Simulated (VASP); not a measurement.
# SnO₂: A machine-learned force field beside DFT: cell, elastic constants, vibrations

SnO₂, P4_2/mnm (no. 136), 6 atoms in the cell. PBE, machine-learned force field beside DFT: cell, elastic constants, modes; PAW potentials Sn, O (PBE set).

Atoms in the training cell: 24; Target temperature (K): 700.

## Input

INCAR.step1:
```
SYSTEM = SnO2
  PREC = Accurate
  ENCUT = 520
  EDIFF = 1E-7
  ISMEAR = 0
  SIGMA = 0.05
  ALGO = Normal
  LREAL = .FALSE.
  LASPH = .TRUE.
  NELM = 80
  NELMIN = 4
  LWAVE = .FALSE.
  LCHARG = .FALSE.
  GGA = PE
  KPAR = 8
  IBRION = 2
  ISIF = 3
  NSW = 80
  EDIFFG = -0.002
```

INCAR.step2, as INCAR.step1 but for:
```
- EDIFF = 1E-7
- IBRION = 2
- NSW = 80
- EDIFFG = -0.002
+ EDIFF = 1E-8
+ IBRION = 6
+ NFREE = 2
+ POTIM = 0.015
+ NSW = 1
```

INCAR.step3:
```
SYSTEM = SnO2
  ML_LMLFF = .TRUE.
  ML_MODE = run
  LWAVE = .FALSE.
  LCHARG = .FALSE.
  IBRION = 2
  ISIF = 3
  NSW = 300
  EDIFFG = -0.002
```

INCAR.step4:
```
SYSTEM = SnO2
  ML_LMLFF = .TRUE.
  ML_MODE = run
  LWAVE = .FALSE.
  LCHARG = .FALSE.
  IBRION = 6
  ISIF = 3
  NFREE = 2
  POTIM = 0.015
  NSW = 1
```

KPOINTS.step1:
```
k-points
0
Gamma
  5 5 7
```

KPOINTS.step3:
```
k-points
0
Gamma
  1 1 1
```

POSCAR.step1:
```
SnO2
1.0
    4.7380000000      0.0000000000      0.0000000000
    0.0000000000      4.7380000000      0.0000000000
    0.0000000000      0.0000000000      3.1865000000
Sn O
2 4
Direct
    0.5000000000      0.5000000000      0.5000000000
    0.0000000000      0.0000000000      0.0000000000
    0.8071000000      0.1929000000      0.5000000000
    0.6929000000      0.6929000000      0.0000000000
    0.1929000000      0.8071000000      0.5000000000
    0.3071000000      0.3071000000      0.0000000000
```

Commands (each step's output is kept before the next begins):
```
cat potpaw_PBE.64/Sn/POTCAR potpaw_PBE.64/O/POTCAR > POTCAR
cp INCAR.step1 INCAR
cp KPOINTS.step1 KPOINTS
cp POSCAR.step1 POSCAR
mpirun -np 8 vasp_std > vasp.out
cp CONTCAR POSCAR
cp INCAR.step2 INCAR
mpirun -np 8 vasp_std > vasp.out
cp ../ML_FF.fit ML_FF
cp INCAR.step3 INCAR
cp KPOINTS.step3 KPOINTS
cp POSCAR.step1 POSCAR
mpirun -np 1 vasp_gam > vasp.out
cp CONTCAR POSCAR
cp INCAR.step4 INCAR
mpirun -np 1 vasp_gam > vasp.out
```

## Result

- Volume (Å³/atom), DFT: 12.585
- Volume (Å³/atom), force field: 12.565
- Bulk modulus (GPa), DFT: 180
- Bulk modulus (GPa), force field: 187
- Shear modulus (GPa), DFT: 86
- Shear modulus (GPa), force field: 92
- Volume error (%): -0.15
- Frequency error (cm⁻¹): 8.3

Elastic constants (GPa):

|  | DFT | Force field |
|---|---|---|
| C11 | 217.2 | 226.2 |
| C12 | 148.3 | 149.9 |
| C13 | 134.3 | 140.8 |
| C22 | 217.2 | 226.2 |
| C23 | 134.3 | 140.8 |
| C33 | 389.6 | 416.8 |
| C44 | 86.3 | 87.3 |
| C55 | 86.3 | 87.3 |
| C66 | 181.7 | 204.0 |

Modes of this cell (cm⁻¹):

| Mode | DFT | Force field |
|---|---|---|
| 1 | -0.1 | -0.0 |
| 2 | -0.1 | -0.0 |
| 3 | -0.0 | -0.0 |
| 4 | 106.3 | 109.1 |
| 5 | 142.2 | 139.8 |
| 6 | 219.9 | 199.8 |
| 7 | 219.9 | 199.8 |
| 8 | 265.5 | 265.4 |
| 9 | 265.5 | 265.4 |
| 10 | 340.7 | 338.7 |
| 11 | 439.6 | 435.4 |
| 12 | 446.9 | 443.1 |
| 13 | 446.9 | 443.1 |
| 14 | 533.9 | 516.0 |
| 15 | 559.3 | 559.7 |
| 16 | 559.3 | 559.7 |
| 17 | 595.2 | 596.9 |
| 18 | 720.0 | 714.0 |

ML_LOGFILE:
```
ML_LOGFILE 0.2.5

* MEMORY INFORMATION ********************

Estimated memory consumption for ML force field generation (MB):

Persistent allocations for force field  :    145.5
|
|-- CMAT for basis  :     46.2
|-- SINV for basis  :     46.2
|-- FMAT for basis  :      0.0
|-- DESC for basis  :     22.1
|-- DESC product matrix  :     23.1

Persistent allocations for ab initio data     :      0.0
|
|-- Ab initio data  :      0.0
|-- Ab initio data (new)  :      0.0

Temporary allocations for sparsification  :      0.0
|
|-- SVD matrices  :      0.0

Other temporary allocations  :     10.6
|
|-- Descriptors  :      0.0
|-- Regression  :      0.0
|-- Prediction  :     10.6

Total memory consumption  :    156.1

********************

* MACHINE LEARNING SETTINGS ********************

General settings
------------------------------------------------------------
Machine learning operation mode in strings (supertag)  :           run (I) ML_MODE
Machine learning operation mode  :             2     ML_ISTART
Machine learning force field type  :        kernel     ML_TYPE
Controls the verbosity of the output at each MD step when machine learning is used  :             0     ML_OUTPUT_MODE
[... 200 lines left out ...]

Program part                                         system clock (sec)       cpu time (sec)
---------------------------------------------------|--------------------|-------------------
Setup (file I/O, parameters,...)                   |              0.252 |              0.252
Descriptor and design matrix                       |              0.000 |              0.000
Sparsification of configurations                   |              0.088 |              0.087
Regression                                         |              0.000 |              0.000
Prediction                                         |              0.112 |              0.112
---------------------------------------------------|--------------------|-------------------
TOTAL                                              |              0.452 |              0.451

********************
```

ML_LOGFILE.step3:
```
ML_LOGFILE 0.2.5

* MEMORY INFORMATION ********************

Estimated memory consumption for ML force field generation (MB):

Persistent allocations for force field  :    145.5
|
|-- CMAT for basis  :     46.2
|-- SINV for basis  :     46.2
|-- FMAT for basis  :      0.0
|-- DESC for basis  :     22.1
|-- DESC product matrix  :     23.1

Persistent allocations for ab initio data     :      0.0
|
|-- Ab initio data  :      0.0
|-- Ab initio data (new)  :      0.0

Temporary allocations for sparsification  :      0.0
|
|-- SVD matrices  :      0.0

Other temporary allocations  :     11.1
|
|-- Descriptors  :      0.0
|-- Regression  :      0.0
|-- Prediction  :     11.1

Total memory consumption  :    156.6

********************

* MACHINE LEARNING SETTINGS ********************

General settings
------------------------------------------------------------
Machine learning operation mode in strings (supertag)  :           run (I) ML_MODE
Machine learning operation mode  :             2     ML_ISTART
Machine learning force field type  :        kernel     ML_TYPE
Controls the verbosity of the output at each MD step when machine learning is used  :             0     ML_OUTPUT_MODE
[... 200 lines left out ...]

Program part                                         system clock (sec)       cpu time (sec)
---------------------------------------------------|--------------------|-------------------
Setup (file I/O, parameters,...)                   |              0.240 |              0.240
Descriptor and design matrix                       |              0.000 |              0.000
Sparsification of configurations                   |              0.081 |              0.081
Regression                                         |              0.000 |              0.000
Prediction                                         |              0.052 |              0.052
---------------------------------------------------|--------------------|-------------------
TOTAL                                              |              0.373 |              0.373

********************
```

VASP 6.6.1 took 127 s on 8 cores (Intel Xeon 6975P-C (Granite Rapids)), a shared host.
